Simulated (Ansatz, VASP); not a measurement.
## One calculation of SrO, two programs

INCAR

```
SYSTEM = SrO
  PREC = Accurate
  ENCUT = 600
  EDIFF = 1E-7
  ISMEAR = -1
  SIGMA = 0.05
  LREAL = .FALSE.
  LASPH = .TRUE.
  NELM = 100
  ALGO = Normal
  ISIF = 3
  LWAVE = .FALSE.
  LCHARG = .FALSE.
  GGA = CA
  IBRION = 2
  NSW = 80
  EDIFFG = -0.005
```

The input KPOINTS:

```
Automatic mesh
0
G
  9 9 9
  0 0 0
```

POSCAR

```
SrO
1.0
    0.0000000000      2.5663000000      2.5663000000
    2.5663000000      0.0000000000      2.5663000000
    2.5663000000      2.5663000000      0.0000000000
Sr O
1 1
Direct
    0.5000000000      0.5000000000      0.5000000000
    0.0000000000      0.0000000000      0.0000000000
```

Contents of input.yaml:

```yaml
crystal:
  lattice:
    - [0.0, 2.5663, 2.5663]
    - [2.5663, 0.0, 2.5663]
    - [2.5663, 2.5663, 0.0]
  atoms:
    - { symbol: Sr, position: [0.5, 0.5, 0.5] }
    - { symbol: O, position: [0.0, 0.0, 0.0] }
kpoints:
  mp_grid: { grid: [9, 9, 9] }
scf:
  occupations: { method: fermi_dirac, width: 0.05 }
hamiltonian:
  xc: lda
  pseudopotentials: { kind: all_electron, lapw: { basis_error: 0.001 } }
output:
  forces: true
  stress: true
relax:
  f_tol: 0.005
  max_steps: 60
  cell: {}
```

Alike in both runs: task relaxation of cell and atoms; functional LDA; k mesh 9 × 9 × 9; occupations fermi-dirac, width 0.05 eV; no spin polarisation.

|  | VASP | Ansatz |
| --- | --- | --- |
| version | VASP 6.6.1 | Ansatz 0.2.0 |
| potentials or method | VASP PAW LDA potentials, release 64 (Sr_sv, O) | all-electron LAPW, scalar-relativistic |
| plane-wave cutoff (eV) | 600 | see its input |

|  | VASP | Ansatz | Ansatz less VASP |
| --- | --- | --- | --- |
| relaxed volume (Å³/atom) | 16.34 | 16.23 | -0.110 |
| relaxed cell length with the largest relative difference (Å) | 3.589 | 3.581 | -0.0081 |
| energy change over the relaxation (meV/atom) | -6 | -8 | -2.4 |

Ansatz ran all-electron here, so the differences hold the error of VASP's frozen core and of both bases.

 Zero-point motion and thermal expansion aren't in these numbers. A k mesh can miss the band edges.
